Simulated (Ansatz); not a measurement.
## Ba (P6/mmm), a film clamped to a substrate

Computed with DFT PBE, scalar-relativistic, plane waves, PAW in Ansatz 0.2.0. The runs took a 420 eV cutoff, a Γ-centred 15×15×12 mesh and Gaussian smearing (0.15 eV). Spin–orbit coupling is left out, which matters for the heavy elements here. No spin polarisation. Energies are free energies at this smearing, counted from the undisturbed cell; pressure is positive in compression.

The starting cell (as given, not relaxed at this level; it stands at -0.1 GPa; this form isn't the usual structure):

```xyz
1
Lattice="4.3116 0.0000 0.0000 -2.1558 3.7340 0.0000 0.0000 0.0000 3.9134" Properties=species:S:1:pos:R:3 pbc="T T T"
Ba    0.0000    0.0000    0.0000
```

The cell (1 atom, V0 = 63.00 Å³) is strained by p along both x and y and by q along z, fractional coordinates fixed. τp = (1/V0) ∂E/∂p = (σxx + σyy)(1 + p)(1 + q) and τq = (1/V0) ∂E/∂q = σzz(1 + p)², with tension positive.

| p | q | ΔE (meV/atom) | τp (GPa) | τq (GPa) |
| --- | --- | --- | --- | --- |
| 0.000 | 0.000 | 0.00 | 0.63 | -0.36 |
| -0.050 | 0.000 | 16.07 | -2.37 | 0.02 |
| 0.050 | 0.000 | 36.58 | 2.98 | -0.82 |
| 0.000 | -0.050 | 24.42 | 1.13 | -2.21 |
| 0.000 | 0.050 | 6.39 | 0.26 | 0.91 |

Problem. Get the second derivatives of the energy density.

Solution. Central differences give A = ∂τp/∂p = 53 GPa (C11 + C22 + 2 C12), C = ∂τq/∂q = 31 GPa (C33) and the cross term B = ∂τq/∂p = -8.4 GPa (C13 + C23); ∂τp/∂q = -8.7 GPa must equal B, and any difference shows higher-order terms. Steps this large leave an error of some per cent of A or C in all of these, which can swamp a small B. The ions are clamped.

Problem. A film of this crystal grows with z along the normal on a substrate that imposes p. How does its thickness respond, and what does the misfit cost?

Solution. Count p and q from the stress-free cell. A free surface needs τq = 0, so q = −(B/C) p = 0.27 p. The energy density left is (A − B²/C) p²/2 = M p², with the biaxial modulus M = 25.6 GPa; a misfit of 1 % costs 1.01 meV/atom, against 1.05 meV/atom if the thickness were held.

At p = -0.050 the energies along q are 31.3 (q = -0.050), 16.1 (q = 0.000), 28.5 (q = 0.050) meV/atom.

Problem. Does the linear rule hold at this misfit?

Solution. A parabola through the lowest point and its neighbours has its minimum at q = 0.002, 16.0 meV/atom. With the stress left in the starting cell, τp0 and τq0, linear elasticity gives q = −(τq0 + Bp)/C = -0.002 and E = V0(τp0 p + τq0 q + Ap²/2 + Bpq + Cq²/2)/N = 13.9 meV/atom. The energies differ by more than a tenth, so the quadratic law fails here: the gap holds the anharmonic part, with some error from the wide steps. Cubic terms also shift the vertex of so wide a parabola.

In a metal these slopes depend on the k mesh and the smearing.